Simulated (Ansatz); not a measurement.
## Structure optimisation: tellurium, trigonal tellurium

Theory: DFT, BLYP, plane waves (420 eV) with PAW, scalar-relativistic (Ansatz). The PAW files were generated under PBE, with cores re-solved for the functional.

k-point mesh 5×5×3, Fermi-Dirac smearing 0.05 eV, no spin polarisation. Cell and atoms relax.

Starting structure:

```yaml
crystal:
  lattice:
    - [4.4540012348, 0.0, 0.0]
    - [-2.2270006174, 3.8572782178, 0.0]
    - [0.0, 0.0, 5.924]
  atoms:
    - { symbol: Te, position: [0.269, 0.0, 0.3333333333] }
    - { symbol: Te, position: [0.0, 0.269, 0.6666666667] }
    - { symbol: Te, position: [0.731, 0.731, 0.0] }
hamiltonian:
  xc: blyp
  pseudopotentials:
    kind: paw
    azcp:
      Te: "pseudopotentials/Te.paw.azcp"
basis:
  ecutwfc: 420
  fft_grid_basis: typed
kpoints:
  mp_grid: { grid: [5, 5, 3], shift: [0, 0, 0] }
magnetization:
  spin_polarized: false
scf:
  occupations: { method: fermi_dirac, width: 0.05 }
relax:
  max_steps: 60
  f_tol: 0.01
  cell: {}
```

Question: What cell does the relaxation end in?

Answer: P3_121 with a = 5.312 Å, c = 5.904 Å (c/a = 1.111); 48.09 Å³ per atom against 33.93 at the start (41.8 %).

Question: How much energy does the relaxation gain?

Answer: 99.0 meV per atom.

Path of the relaxation (the plane waves are chosen anew near the end, which can shift the energy a little):

```json
{"step": "0", "E − E(final) (meV/atom)": "98.97", "V (Å³/atom)": "33.925", "P (GPa)": "5.15", "max force (eV/Å)": "0.232"}
{"step": "1", "E − E(final) (meV/atom)": "40.19", "V (Å³/atom)": "38.849", "P (GPa)": "-0.64", "max force (eV/Å)": "0.331"}
{"step": "2", "E − E(final) (meV/atom)": "28.16", "V (Å³/atom)": "38.990", "P (GPa)": "-0.09", "max force (eV/Å)": "0.238"}
{"step": "3", "E − E(final) (meV/atom)": "16.71", "V (Å³/atom)": "41.028", "P (GPa)": "1.70", "max force (eV/Å)": "0.331"}
{"step": "4", "E − E(final) (meV/atom)": "11.88", "V (Å³/atom)": "44.102", "P (GPa)": "-0.32", "max force (eV/Å)": "0.138"}
{"step": "5", "E − E(final) (meV/atom)": "6.46", "V (Å³/atom)": "43.009", "P (GPa)": "0.01", "max force (eV/Å)": "0.033"}
{"step": "6", "E − E(final) (meV/atom)": "6.20", "V (Å³/atom)": "43.524", "P (GPa)": "0.00", "max force (eV/Å)": "0.003"}
{"step": "7", "E − E(final) (meV/atom)": "3.04", "V (Å³/atom)": "43.524", "P (GPa)": "0.16", "max force (eV/Å)": "0.004"}
{"step": "8", "E − E(final) (meV/atom)": "1.94", "V (Å³/atom)": "44.294", "P (GPa)": "0.14", "max force (eV/Å)": "0.001"}
{"step": "9", "E − E(final) (meV/atom)": "0.63", "V (Å³/atom)": "46.480", "P (GPa)": "0.12", "max force (eV/Å)": "0.025"}
{"step": "10", "E − E(final) (meV/atom)": "0.56", "V (Å³/atom)": "47.424", "P (GPa)": "-0.06", "max force (eV/Å)": "0.017"}
{"step": "11", "E − E(final) (meV/atom)": "0.51", "V (Å³/atom)": "48.094", "P (GPa)": "0.02", "max force (eV/Å)": "0.009"}
{"step": "12", "E − E(final) (meV/atom)": "0.00", "V (Å³/atom)": "48.094", "P (GPa)": "0.02", "max force (eV/Å)": "0.009"}
```

This functional, with no dispersion term, lets the cell expand far past the measured one.
